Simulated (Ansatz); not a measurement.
# SiGe under changes of volume

One of the cells (21.291 Å³/atom); the others are scaled copies at fixed shape and fractional positions:

```xyz
4
Lattice="3.9045 0.0000 0.0000 -1.9522 3.3814 0.0000 0.0000 0.0000 6.4508" Properties=species:S:1:pos:R:3 pbc="T T T"
Ge    0.0000    2.2542    0.0025
Ge    1.9522    1.1271    3.2279
Si    0.0000    2.2542    2.4165
Si    1.9522    1.1271    5.6419
```

The cell comes from a database or a generator and needn't be the stable form of this composition.

```yaml
Program: Ansatz 0.2.0
Functional: LDA
Potentials_or_basis: Ansatz PAW
Cutoff: "420 eV (not typed: the program's choice for these potentials)"
k_mesh: 8 × 8 × 4
Occupations: fermi-dirac, width 0.05 eV
Spin: no spin polarisation
```

```csv
volume (Å³/atom),energy over the lowest point (meV/atom),pressure (GPa),gap on the mesh (eV),largest force (eV/Å)
20.014,6.95,3.3,0.26,0.030
20.440,0.96,1.3,0.30,0.020
20.866,0.00,-0.5,0.33,0.011
21.291,3.53,-2.1,0.35,0.003
21.717,11.08,-3.5,0.30,0.005
22.143,22.19,-4.8,0.24,0.012
22.569,?,?,?,?
```

What does the run at 22.569 Å³/atom give?

Energy over the lowest point 36.50 meV/atom; pressure -5.9 GPa; gap on the mesh 0.19 eV; largest force 0.018 eV/Å.

Worked out: A Birch-Murnaghan fit of order 3 (a polynomial in V^(-2/3)) to the other rows has its minimum at 20.74 Å³/atom with B0 = V·E''(V) = 85 GPa and B' = 4.6 at fixed shape and positions, which overstates the stiffness. It gives 36.50 meV/atom at 22.569 Å³/atom, against the run's 36.50, and -dE/dV = -5.9 GPa, against -5.9. A parabola through the other rows of the gap, of slope -5.07 eV per unit of ln V there, extrapolates to 0.16 eV, against the run's 0.19. The fit is too stiff a form for this range.

Energies are extrapolated to zero smearing.

Caveats: the PAW data sets come from PBE, with cores solved anew for the run's functional, which leaves a small shift of forces and pressure.

A mesh can miss the band edges. Spin-orbit coupling on Ge is left out.
